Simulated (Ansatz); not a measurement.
Crystal: Fe2Si.

```xyz
3
Lattice="-1.3475 1.3475 4.4526 1.3475 -1.3475 4.4526 1.3475 1.3475 -4.4526" Properties=species:S:1:pos:R:3 pbc="T T T"
Fe    0.0000    0.0000    5.8807
Fe    0.0000    0.0000    3.0245
Si    0.0000    0.0000    0.0000
```

The cell comes from a database or a generator and needn't be the stable form of this composition.

Base run:

```yaml
Program: Ansatz 0.2.0
Functional: PBEsol
Potentials_or_basis: Ansatz PAW
Cutoff: "420 eV (not typed: the program's choice for these potentials)"
k_mesh: 11 × 11 × 11
Occupations: fermi-dirac, width 0.05 eV
Spin: collinear spin, ferromagnetic start
Starting_moments: "[4.5, 4.5, 0.0] μB"
Fixed_moment: 9 μB
```

Its results: pressure 85.8 GPa; site moments Fe +3.65; Si +0.57 μB; largest force 1.952 eV/Å.

Task: The run is repeated on the same cell with these changes: fixed moment from 9 μB to 4.5 μB; moments at the start from [4.5, 4.5, 0.0] to [2.25, 2.25, 0.0]. What comes out?

Result: Pressure 9.3 GPa; site moments Fe +2.20; Si -0.02 μB; largest force 0.626 eV/Å.

Caveats: the total moment is fixed, so each spin has its own Fermi level; the PAW data sets come from PBE, with cores solved anew for the run's functional, which leaves a small shift of forces and pressure; the thresholds are loose for stress; a pressure of tens of GPa on the cell as given is suspect, and the run, the potentials or the cell itself is likely at fault (some runs); forces of over 1 eV/Å show positions far from the minimum, so gaps and moduli don't describe the material at rest (some runs).
